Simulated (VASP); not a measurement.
# MgSe (Fm-3m) in VASP: notebook

The runs below take MgSe through single point, relaxation of cell and atoms, with PBE.

Everything below comes from runs of VASP 6.6.1. Logs are shortened: lines on timing, memory, paths and dates and some standing lists are left out, and cuts for length are marked.

## Step 1: Starting point

The structure is cubic, space group Fm-3m (No. 225). Conventional cell: a = 5.508 Å, b = 5.508 Å, c = 5.508 Å, α = 90.00°, β = 90.00°, γ = 90.00°. Mg (site symmetry m-3m) is surrounded by 6 Se at 2.75 Å. Se (site symmetry m-3m) is surrounded by 6 Mg at 2.75 Å.

The cell was built by a generator and needn't be a form met in nature.

## Step 2: Single point, PBE

Contents of INCAR:

```
  PREC = Accurate
  ENCUT = 520
  EDIFF = 1E-7
  ISMEAR = 0
  SIGMA = 0.02
  LREAL = F
  LASPH = T
  NELM = 100
  ALGO = Fast
  ISIF = 2
  LWAVE = F
  LCHARG = F
  GGA = PE
  NBANDS = 11
```

Contents of KPOINTS:

```
Automatic mesh
0
Gamma
  8 8 8
```

Contents of POSCAR:

```
MgSe
1.0
    0.0000000000      2.7541231852      2.7541231852
    2.7541231852      0.0000000000      2.7541231852
    2.7541231852      2.7541231852      0.0000000000
Mg Se
1 1
Direct
    0.0000000000      0.0000000000      0.0000000000
    0.5000000000      0.5000000000      0.5000000000
```

Potentials or basis: VASP PAW PBE potentials, release 64 (Mg, Se).

On the command line:

```sh
$ cat potpaw_PBE.64/Mg/POTCAR potpaw_PBE.64/Se/POTCAR > POTCAR
$ mpirun -np 1 vasp_std > vasp.out
```

OUTCAR:

```text
PREC = Accurate
   ENCUT = 520
   EDIFF = 1E-7
   ISMEAR = 0
   LREAL = F
   LASPH = T
   NELM = 100
   ISIF = 2
   GGA = PE

 ion  position               nearest neighbor table
   1  0.000  0.000  0.000-   2 2.75   2 2.75   2 2.75   2 2.75   2 2.75   2 2.75
   2  0.500  0.500  0.500-   1 2.75   1 2.75   1 2.75   1 2.75   1 2.75   1 2.75

  LATTYP: Found a face centered cubic cell.
 ALAT       =     5.5082463704

  Lattice vectors:

 A1 = (   0.0000000000,   2.7541231852,   2.7541231852)
 A2 = (   2.7541231852,   0.0000000000,   2.7541231852)
 A3 = (   2.7541231852,   2.7541231852,   0.0000000000)

Analysis of symmetry for initial positions (statically):
=====================================================================
 Subroutine PRICEL returns:
 Original cell was already a primitive cell.

 Routine SETGRP: Setting up the symmetry group for a
 face centered cubic supercell.

 Subroutine GETGRP returns: Found 48 space group operations
 (whereof 48 operations were pure point group operations)
 out of a pool of 48 trial point group operations.

The static configuration has the point symmetry O_h .

Analysis of symmetry for dynamics (positions and initial velocities):
=====================================================================
 Subroutine PRICEL returns:
 Original cell was already a primitive cell.

 Routine SETGRP: Setting up the symmetry group for a
 face centered cubic supercell.

 Subroutine GETGRP returns: Found 48 space group operations
 (whereof 48 operations were pure point group operations)
 out of a pool of 48 trial point group operations.

The dynamic configuration has the point symmetry O_h .

 Subroutine INISYM returns: Found 48 space group operations
 (whereof 48 operations are pure point group operations),
 and found     1 'primitive' translations

----------------------------------------------------------------------------------------

                                     Primitive cell

  volume of cell :      41.7811

  direct lattice vectors                    reciprocal lattice vectors
     0.000000000  2.754123185  2.754123185    -0.181545983  0.181545983  0.181545983
     2.754123185  0.000000000  2.754123185     0.181545983 -0.181545983  0.181545983
     2.754123185  2.754123185  0.000000000     0.181545983  0.181545983 -0.181545983

  length of vectors
     3.894918361  3.894918361  3.894918361     0.314446866  0.314446866  0.314446866

  position of ions in fractional coordinates (direct lattice)
     0.000000000  0.000000000  0.000000000
     0.500000000  0.500000000  0.500000000

  ion indices of the primitive-cell ions
   primitive index   ion index
                 1           1
                 2           2

----------------------------------------------------------------------------------------

 KPOINTS: Automatic mesh

Automatic generation of k-mesh.
 Grid dimensions read from file:
 generate k-points for:    8    8    8

 Generating k-lattice:

  Cartesian coordinates                     Fractional coordinates (reciprocal lattice)
    -0.022693248  0.022693248  0.022693248     0.125000000  0.000000000  0.000000000
     0.022693248 -0.022693248  0.022693248     0.000000000  0.125000000  0.000000000
     0.022693248  0.022693248 -0.022693248     0.000000000  0.000000000  0.125000000

  Length of vectors
     0.039305858  0.039305858  0.039305858

  Shift w.r.t. Gamma in fractional coordinates (k-lattice)
     0.000000000  0.000000000  0.000000000

 Subroutine IBZKPT returns following result:
 ===========================================

 Found     29 irreducible k-points:

 Following reciprocal coordinates:
            Coordinates               Weight
  0.000000  0.000000  0.000000      1.000000
  0.125000  0.000000  0.000000      8.000000
  0.250000  0.000000  0.000000      8.000000
  0.375000  0.000000  0.000000      8.000000
  0.500000  0.000000  0.000000      4.000000
  0.125000  0.125000  0.000000      6.000000
[... 16 lines left out ...]
  0.500000  0.250000  0.125000     48.000000
 -0.375000  0.250000  0.125000     24.000000
 [... further k-points ...]
   k-points           NKPTS =     29   k-points in BZ     NKDIM =     29   number of bands    NBANDS=     11
   number of dos      NEDOS =    301   number of ions     NIONS =      2
   total plane-waves  NPLWV =  27000
   dimension x,y,z NGX =    30 NGY =   30 NGZ =   30
   dimension x,y,z NGXF=    60 NGYF=   60 NGZF=   60
   ions per type =               1   1
   NGX,Y,Z   is equivalent  to a cutoff of  12.80, 12.80, 12.80 a.u.
   NGXF,Y,Z  is equivalent  to a cutoff of  25.61, 25.61, 25.61 a.u.
 SYSTEM =  unknown system
   PREC   = accura    normal or accurate (medium, high low for compatibility)
   ISTART =      0    job   : 0-new  1-cont  2-samecut
   ICHARG =      2    charge: 1-file 2-atom 10-const
   ISPIN  =      1    spin polarized calculation?
   LNONCOLLINEAR =      F non collinear calculations
   LSORBIT =      F    spin-orbit coupling
   LASPH  =      T    aspherical Exc in radial PAW
   ENCUT  =  520.0 eV  38.22 Ry    6.18 a.u.   7.24  7.24  7.24*2*pi/ulx,y,z
   NELM   =    100;   NELMIN=  2; NELMDL= -5     # of ELM steps
   EDIFF  = 0.1E-06   stopping-criterion for ELM
   LREAL  =      F    real-space projection
   EDIFFG = 0.1E-05   stopping-criterion for IOM
   NSW    =      0    number of steps for IOM
   IBRION =     -1    ionic relax: 0-MD 1-quasi-New 2-CG
   NFREE  =      0    steps in history (QN), initial steepest desc. (CG)
   ISIF   =      2    stress and relaxation
   ISYM   =      2    0-nonsym 1-usesym 2-fastsym
   POTIM  = 0.5000    time-step for ionic-motion
   TEBEG  =    0.0;   TEEND  =   0.0 temperature during run
   PSTRESS=    0.0 pullay stress
   NELECT =       8.0000    total number of electrons
   NUPDOWN=      -1.0000    fix difference up-down
   EMIN   =  10.00;   EMAX   =-10.00  energy-range for DOS
   EFERMI =   0.00;   METHOD = LEGACY
   ISMEAR =     0;   SIGMA  =   0.02  broadening in eV -4-tet -1-fermi 0-gaus
   EFERMI_NEDOS =   21; number of points for ismear=-14 and -15
   IALGO  =     68    algorithm
   IMIX   =      4    mixing-type and parameters
     AMIX     =   0.40;   BMIX     =  1.00
     AMIX_MAG =   1.60;   BMIX_MAG =  1.00
  volume/ion in A,a.u.               =      20.89       140.98
  Fermi-wavevector in a.u.,A,eV,Ry     =   0.943579  1.783105 12.113822  0.890341
  Thomas-Fermi vector in A             =   2.071300
   LORBIT       =      0    0 simple, 1 ext, 2 COOP (PROOUT), +10 PAW based schemes
   GGA     = PE    functional components
   LHFCALC =     F    Hartree Fock is set to
   AEXX    =    0.0000 exact exchange contribution
   IVDW    =     0    specifies the selected vdW correction
   LEPSILON=     F    determine dielectric tensor
   LRPA    =     F    only Hartree local field effects (RPA)
 non-spin polarized calculation
 RMM-DIIS sequential band-by-band and
 Gauss-broadening in eV      SIGMA  =   0.02
  energy-cutoff  :      520.00
  volume of cell :       41.78
 maximum number of plane-waves:      1158
 NGX is ok and might be reduce to    30
   NGX = 15   NGY = 15   NGZ = 15

 number of electron       7.9999999 magnetization

 Free energy of the ion-electron system (eV)
  ---------------------------------------------------
  ext. energy  EPLUGINS =         0.00000000
  ---------------------------------------------------
  free energy    TOTEN  =        -7.49039571 eV

  energy without entropy =       -7.49039571  energy(sigma->0) =       -7.49039571

 E-fermi :   3.0508     XC(G=0):  -9.3634

 val. band max:        2.9675516375   @ k =   0.0000   0.0000   0.0000
 cond. band min:       4.7163990340   @ k =   0.5000   0.5000   0.0000
 fundamental gap:      1.7488473965
 Fermi energy:         3.0508205637

 k-point     1 :       0.0000    0.0000    0.0000
  band No.  band energies     occupation
      1      -9.8064      2.00000
      2       2.9676      2.00000
      3       2.9676      2.00000
      4       2.9676      2.00000
      5       5.3580      0.00000
      6      10.3892      0.00000
      7      10.3892      0.00000
      8      10.3892      0.00000
      9      12.8803      0.00000
     10      12.8803      0.00000
     11      13.9074      0.00000

 k-point     2 :       0.1250    0.0000    0.0000
  band No.  band energies     occupation
      1      -9.6808      2.00000
      2       1.7690      2.00000
      3       2.8732      2.00000
      4       2.8732      2.00000
      5       6.3352      0.00000
      6      10.0541      0.00000
      7      10.5954      0.00000
      8      10.5954      0.00000
      9      11.8578      0.00000
     10      11.8578      0.00000
     11      13.5569      0.00000

 k-point     3 :       0.2500    0.0000    0.0000
  band No.  band energies     occupation
      1      -9.3456      2.00000
      2       0.0342      2.00000
      3       2.6682      2.00000
      4       2.6682      2.00000
      5       6.9824      0.00000
      6       9.9922      0.00000
      7       9.9922      0.00000
      8      10.5716      0.00000
      9      12.4881      0.00000
     10      12.4881      0.00000
     11      12.8235      0.00000
[... 267 lines left out ...]
 k-point    23 :       0.5000    0.2500    0.1250
  band No.  band energies     occupation
      1      -8.7543      2.00000
      2      -0.9673      2.00000
      3       0.9750      2.00000
      4       1.9807      2.00000
      5       7.6451      0.00000
      6       8.6093      0.00000
      7      10.1429      0.00000
      8      11.1364      0.00000
      9      13.6830      0.00000
     10      15.5087      0.00000
     11      16.2372      0.00000

 k-point    24 :      -0.3750    0.2500    0.1250
  band No.  band energies     occupation
      1      -8.6001      2.00000
      2      -1.3083      2.00000
      3       0.8368      2.00000
      4       1.8107      2.00000
      5       7.6318      0.00000
      6       8.3256      0.00000
      7      10.6185      0.00000
      8      11.8889      0.00000
      9      13.9144      0.00000
     10      14.4970      0.00000
     11      16.9142      0.00000

 [... further k-points ...]

------------------------ aborting loop because EDIFF is reached ----------------------------------------

  FORCE on cell =-STRESS in cart. coord.  units (eV):
  Direction    XX          YY          ZZ          XY          YZ          ZX
  --------------------------------------------------------------------------------------
  -------------------------------------------------------------------------------------
  Total       -0.0321349     -0.0321349     -0.0321349      0.0000000      0.0000000      0.0000000
  in kB       -1.2322738     -1.2322738     -1.2322738      0.0000000      0.0000000      0.0000000
  external PRESSURE =      -1.2322738 kB  Pullay stress =       0.0000000 kB

 VOLUME and BASIS-vectors are now :
 -----------------------------------------------------------------------------
  energy-cutoff  :      520.00
  volume of cell :       41.78
      direct lattice vectors                 reciprocal lattice vectors
     0.000000000  2.754123185  2.754123185    -0.181545983  0.181545983  0.181545983
     2.754123185  0.000000000  2.754123185     0.181545983 -0.181545983  0.181545983
     2.754123185  2.754123185  0.000000000     0.181545983  0.181545983 -0.181545983

 POSITION                                       TOTAL-FORCE (eV/Angst)
 -----------------------------------------------------------------------------------
      0.00000      0.00000      0.00000         0.000000      0.000000      0.000000
      2.75412      2.75412      2.75412        -0.000000     -0.000000     -0.000000
 -----------------------------------------------------------------------------------
    total drift:                               -0.000000     -0.000000      0.000000

  FREE ENERGIE OF THE ION-ELECTRON SYSTEM (eV)
  ---------------------------------------------------
  free  energy   TOTEN  =        -7.4903957103 eV

  energy  without entropy=       -7.4903957103  energy(sigma->0) =       -7.49039571
```

Wall time 18 s (1 thread of Intel Xeon Platinum 8488C (Sapphire Rapids), shared host); peak memory 0.16 GiB.

Results:

| Item | Value |
| --- | --- |
| Free energy | -7.4904 eV |
| Pressure | -0.1 GPa |
| Band gap on the k mesh | 1.75 eV, indirect (least direct gap 2.39 eV) |

Levels at points of the mesh, in eV from the valence-band top:
```csv
k point,band 1,band 2,band 3,band 4,band 5,band 6,band 7,band 8,band 9
"(0.00, 0.00, 0.00)",-12.77,0.00,0.00,0.00,2.39,7.42,7.42,7.42,9.91
"(0.50, 0.00, 0.00)",-11.73,-4.78,-0.55,-0.55,3.79,6.06,6.06,8.38,11.23
"(0.50, 0.50, 0.00)",-11.43,-4.10,-1.71,-1.71,1.75,4.05,11.45,11.89,11.89
```

A k mesh can miss the band edges. A hybrid or GW would open this gap; PBE tends to underestimate it.

## Step 3: Relaxation of cell and atoms, PBE

This run uses another cell than the first one, of 20.23 Å³/atom, 0.969 times its volume.

Contents of INCAR:

```
SYSTEM = MgSe
PREC = Accurate
ENCUT = 600
EDIFF = 1E-6
ISMEAR = 0
SIGMA = 0.02
LREAL = .False.
LASPH = .True.
NELM = 100
ALGO = Normal
ISIF = 3
LWAVE = .False.
LCHARG = .False.
GGA = PE
IBRION = 2
NSW = 100
EDIFFG = -0.002
```

Contents of KPOINTS:

```
Automatic mesh
0
Gamma
  8 8 8
  0 0 0
```

Contents of POSCAR:

```
MgSe
1.0
    0.0000000000      2.7250000000      2.7250000000
    2.7250000000      0.0000000000      2.7250000000
    2.7250000000      2.7250000000      0.0000000000
Mg Se
1 1
Direct
    0.0000000000      0.0000000000      0.0000000000
    0.5000000000      0.5000000000      0.5000000000
```

Potentials or basis: VASP PAW PBE potentials, release 64 (Mg, Se).

On the command line:

```sh
$ cat potpaw_PBE.64/Mg/POTCAR potpaw_PBE.64/Se/POTCAR > POTCAR
$ mpirun -np 1 vasp_std > vasp.out
```

Run time: 23 s. Hardware: 1 thread of Intel Xeon Platinum 8488C (Sapphire Rapids), shared host; peak memory 0.18 GiB.

Results (log left out):

| Quantity | Value |
| --- | --- |
| Free energy | -7.4905 eV |
| Relaxed volume | 20.84 Å³/atom |
| Relaxed cell | a = 3.892 Å, b = 3.892 Å, c = 3.892 Å, α = 60.00°, β = 60.00°, γ = 60.00° |
| Space group after relaxing (to 0.05 Å) | Fm-3m (No. 225) |
| Energy gained by relaxing | 3.6 meV/atom |
| Ionic steps | 3 |
| Pressure after relaxing | 0.0 GPa |
| Band gap on the k mesh | 1.75 eV, indirect (least direct gap 2.41 eV) |

The path:
```
step  energy change (eV)  largest force (eV/Å)  pressure (GPa)  volume (Å³)
   1              0.0000                0.0000            1.95        40.47
   2             -0.0070                0.0000           -0.35        41.93
   3             -0.0072                0.0000           -0.01        41.69
```

Final structure:
```cif
data_structure
_symmetry_space_group_name_H-M 'P 1'
_symmetry_Int_Tables_number 1
_cell_length_a 3.8920
_cell_length_b 3.8920
_cell_length_c 3.8920
_cell_angle_alpha 60.000
_cell_angle_beta 60.000
_cell_angle_gamma 60.000
_cell_volume 41.69
loop_
_atom_site_label
_atom_site_type_symbol
_atom_site_fract_x
_atom_site_fract_y
_atom_site_fract_z
_atom_site_occupancy
Mg1 Mg 0.00000 0.00000 0.00000 1
Se1 Se 0.50000 0.50000 0.50000 1
```

Levels at points of the mesh, in eV from the valence-band top:
```tsv
k point	band 2	band 3	band 4	band 5	band 6	band 7
(0.00, 0.00, 0.00)	0.00	0.00	0.00	2.41	7.42	7.42
(0.50, 0.00, 0.00)	-4.79	-0.55	-0.55	3.79	6.06	6.06
(0.50, 0.50, 0.00)	-4.11	-1.72	-1.72	1.75	4.04	11.47
```

A k mesh can miss the band edges.

## Step 4: Single point, PBE

Contents of INCAR:

```
SYSTEM = MgSe
  ALGO = Normal
  EDIFF = 1E-6
  ENCUT = 520
  GGA = PE
  ISIF = 2
  ISMEAR = 0
  LASPH = .TRUE.
  LCHARG = .FALSE.
  LREAL = .FALSE.
  LWAVE = .FALSE.
  NBANDS = 11
  NELM = 100
  PREC = Accurate
  SIGMA = 0.02
```

Contents of KPOINTS:

```
k-points
0
G
  8 8 8
  0 0 0
```

Contents of POSCAR:

```
MgSe
1.0
    0.0000000000      2.7541231852      2.7541231852
    2.7541231852      0.0000000000      2.7541231852
    2.7541231852      2.7541231852      0.0000000000
Mg Se
1 1
Direct
    0.0000000000      0.0000000000      0.0000000000
    0.5000000000      0.5000000000      0.5000000000
```

On the command line:

```sh
$ cat potpaw_PBE.64/Mg/POTCAR potpaw_PBE.64/Se/POTCAR > POTCAR
$ mpirun -np 1 vasp_std > vasp.out
```

Wall time 16 s (1 thread of Intel Xeon Platinum 8488C (Sapphire Rapids), shared host); peak memory 0.16 GiB.

The run converged. Its results:

```
Free energy            : -7.4904 eV
Pressure               : -0.1 GPa
Band gap on the k mesh : 1.75 eV, indirect (least direct gap 2.39 eV)
```

Levels at points of the mesh, in eV from the valence-band top:
```tsv
k point	band 2	band 3	band 4	band 5	band 6	band 7
(0.00, 0.00, 0.00)	0.00	0.00	0.00	2.39	7.42	7.42
(0.50, 0.00, 0.00)	-4.78	-0.55	-0.55	3.79	6.06	6.06
(0.50, 0.50, 0.00)	-4.10	-1.71	-1.71	1.75	4.05	11.45
```
